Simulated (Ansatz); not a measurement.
Runs of Ansatz 0.2.0 on Na. The structure is hexagonal, space group P6_3/mmc (No. 194). The conventional cell has a = 3.767 Å, b = 3.767 Å, c = 6.154 Å, α = 90.00°, β = 90.00°, γ = 120.00°. Around Na (site symmetry -6m2) lie 12 Na at 3.77 Å. This isn't the form of Na at room conditions, which is bcc.

```tsv
level	gap on the mesh (eV)	pressure (GPa)	relaxed volume (Å³/atom)
PBEsol+D3(BJ)	none	0.0	(a)
PBEsol+D3(BJ)-ATM	none	0.0	33.31
PBEsol+D4	none	0.0	36.09
PBEsol	none	0.0	36.28
```

Alike in all rows: task relaxation of cell and atoms; potentials or basis Ansatz PAW; no spin polarisation; cell relaxed; k mesh 8 × 8 × 5; cutoff (eV) 420; smearing fermi-dirac 0.05 eV.

Q: Fill in the values left out.

A: (a) 33.08.

Caveats: the plane-wave basis is chosen anew once the cell has moved, so the energies of steps on either side of that aren't comparable; the PAW data sets come from PBE, with cores solved anew for the run's functional, which leaves a small shift of forces and pressure; pairwise dispersion overbinds metals, which lowers pressure and volume (some runs).

A gap of «none» marks a metal or a gap under the smearing width.
